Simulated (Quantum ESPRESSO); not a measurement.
CuO, 4 atoms in the cell. The structure is monoclinic, space group Cc (No. 9). Conventional cell: a = 4.689 Å, b = 3.427 Å, c = 5.132 Å, α = 90.00°, β = 99.65°, γ = 90.00°. Cu (site symmetry 1) has 4 O at 1.91 to 2.02 Å as nearest neighbours. Around O (site symmetry 1) lie 4 Cu at 1.91 to 2.02 Å. 

```yaml
Program: Quantum ESPRESSO 7.5
Task: single point
Functional: PBE
Potentials_or_basis: SG15 PBE 1.2
Cutoff: 1197 eV
Density_cutoff: 4789 eV
k_mesh: 3 × 3 × 2
Occupations: fermi-dirac, width 0.05 eV
Spin: no spin polarisation
Mixing_beta: 0.5
Most_SCF_iterations: 120
SCF_threshold: 8e-10 Ry
```

Potentials or basis: SG15 PBE 1.2.

The run is started by

```sh
$ OMP_NUM_THREADS=1 mpirun -n 2 pw.x -in pw.in > pw.out
```

Hardware: 2 MPI ranks on Arm Neoverse V2, on a shared host.

Estimate the wall time of this run.

Run time: 9.4 s on 2 MPI ranks on Arm Neoverse V2, on a shared host, peak memory 0.12 GiB a rank. Counts: scf iterations 9, k pools 1, bands 34, k points 8, g dense 30605.
